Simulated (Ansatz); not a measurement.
# InSe: bands on a dense mesh

Is InSe a metal, and what do its states look like over the zone? Levels and slopes are computed on a dense mesh; the geometry is as given.

Computed with Ansatz 0.2.0 (DFT PBE, scalar-relativistic, plane waves, PAW; levels and slopes on a dense k mesh at the converged density, unless a step's input says otherwise).

### 1 The starting structure

It takes space group C2/m (No. 12, monoclinic). The conventional cell has a = 11.736 Å, b = 4.110 Å, c = 4.610 Å, α = 90.00°, β = 110.30°, γ = 90.00°. Around In (site symmetry m) lie 3 Se at 2.58 to 2.78 Å and 1 In at 2.74 Å. Se (site symmetry m) has 3 In at 2.58 to 2.78 Å as nearest neighbours.

Structure file:

```
In Se
1.0
     5.86790   -2.05500    0.00000
     5.86790    2.05500    0.00000
    -1.59941    0.00000    4.32365
In Se
2 2
Direct
  0.88400 0.88400 0.00500
  0.11600 0.11600 0.99500
  0.66000 0.66000 0.64200
  0.34000 0.34000 0.35800
```

The structure comes from the Crystallography Open Database and is not relaxed.

### 2 Self-consistency and the dense mesh

Input file input.yaml:

```yaml
crystal:
  lattice:
    - [5.86790313, -2.055, 0.0]
    - [5.86790313, 2.055, 0.0]
    - [-1.59941497, 0.0, 4.32365259]
  atoms:
    - { symbol: In, position: [0.884, 0.884, 0.005] }
    - { symbol: In, position: [0.116, 0.116, 0.995] }
    - { symbol: Se, position: [0.66, 0.66, 0.642] }
    - { symbol: Se, position: [0.34, 0.34, 0.358] }
basis:
  ecutwfc: 420
kpoints:
  mp_grid: { grid: [10, 10, 10] }
hamiltonian:
  xc: pbe
scf:
  occupations: { method: gaussian, width: 0.05 }
output:
  forces: true
  eigenvalues: true
  eigenstates:
    nscf_kmesh: { grid: [16, 16, 14] }
    top_band: c6
    de_dk: true
    localisation: true
  stress: true
checkpoint:
  write: ck
  compress: false
  write_wavefunctions: false
  write_every: 100000
```

Command:

```bash
ansatz run input.yaml --threads 1 --pin off --max-ram 3072MiB --backend cpu --events-out ev --progress --plain --runs-dir out
```

**Question.** What will these runs give? Wanted: gap; valence top; conduction bottom.

**Answer**, as computed:

| quantity | value |
| --- | --- |
| gap | 0.91 eV, indirect |
| valence top | two equivalent maxima away from the named points and lines, principal masses 0.14, 0.28 and 0.97 mₑ |
| conduction bottom | two equivalent minima away from the named points and lines, principal masses 0.14, 0.37 and 0.59 mₑ |

In words: The gap is indirect, 0.91 eV at this level of theory, which underestimates gaps. Spin-orbit coupling is left out; with In it can split, shift or remove band edges.
